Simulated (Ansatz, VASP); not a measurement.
## TiTe2 in VASP and in Ansatz

The input INCAR:

```
ALGO     = Normal         # electronic algorithm
EDIFF    = 1E-6           # SCF threshold, eV
ENCUT    = 520            # plane-wave cutoff, eV
ISIF     = 2              # what is computed and relaxed
ISMEAR   = -1             # smearing method
LASPH    = True           # aspherical terms in the spheres
LCHARG   = False          # write CHGCAR
LREAL    = False          # projectors in reciprocal space
LWAVE    = False          # write WAVECAR
NBANDS   = 19             # bands
NELM     = 80             # most SCF steps
PREC     = Accurate       # precision mode
SIGMA    = 0.05           # smearing width, eV
```

KPOINTS

```
k-points
0
Gamma
  8 8 4
```

Contents of POSCAR:

```
TiTe2
1.0
    3.7770000000      0.0000000000      0.0000000000
   -1.8885000000      3.2709779501      0.0000000000
    0.0000000000      0.0000000000      6.4980000000
Te Ti
2 1
Direct
    0.3333333333      0.6666666667      0.7372000000
    0.6666666667      0.3333333333      0.2628000000
    0.0000000000      0.0000000000      0.0000000000
```

The input input.yaml:

```yaml
crystal:
  lattice:
    - [3.777, 0.0, 0.0]
    - [-1.8885, 3.2709779501, 0.0]
    - [0.0, 0.0, 6.498]
  atoms:
    - { symbol: Te, position: [0.3333333333, 0.6666666667, 0.7372] }
    - { symbol: Te, position: [0.6666666667, 0.3333333333, 0.2628] }
    - { symbol: Ti, position: [0.0, 0.0, 0.0] }
kpoints:
  mp_grid: { grid: [8, 8, 4] }
  band_path:
    path:
      - [0.0, 0.0, 0.0]
      - [0.5, 0.0, 0.0]
      - [0.3333333333, 0.3333333333, 0.0]
      - [0.0, 0.0, 0.0]
      - [0.0, 0.0, 0.5]
      - [0.5, 0.0, 0.5]
      - [0.3333333333, 0.3333333333, 0.5]
      - [0.0, 0.0, 0.5]
    npoints: 10
scf:
  occupations: { method: fermi_dirac, width: 0.05 }
hamiltonian:
  xc: lda
  pseudopotentials: { kind: all_electron, lapw: { basis_error: 0.002 } }
output:
  forces: true
  stress: true
  eigenvalues: true
```

Alike in both runs: functional LDA; k mesh 8 × 8 × 4; occupations fermi-dirac, width 0.05 eV; no spin polarisation.

```csv
,VASP,Ansatz
version,VASP 6.6.1,Ansatz 0.2.0
potentials or method,"VASP PAW LDA potentials, release 64 (Te, Ti_sv)","all-electron LAPW, scalar-relativistic"
plane-wave cutoff (eV),520,see its input
task,single point,band structure
```

```csv
,VASP,Ansatz,Ansatz less VASP
gap on the k mesh at the Fermi level (eV),none,none,-
pressure (GPa),-4.0,-4.1,-0.08
largest component of the traceless stress (GPa),0.17,0.16,-0.008
rms of the force components (eV/Å),0.132,0.145,+0.0132
```

Atom by atom the forces differ by 0.013 eV/Å (rms over components). A gap of «none» marks a metal or a gap that the smearing closes. Ansatz ran all-electron here, so the differences hold the error of VASP's frozen core and of both bases.

Caveats: spin-orbit coupling is left out, which moves the levels of the heavy elements (Ansatz). The runs have no spin-orbit coupling, so splittings on Te are missing.
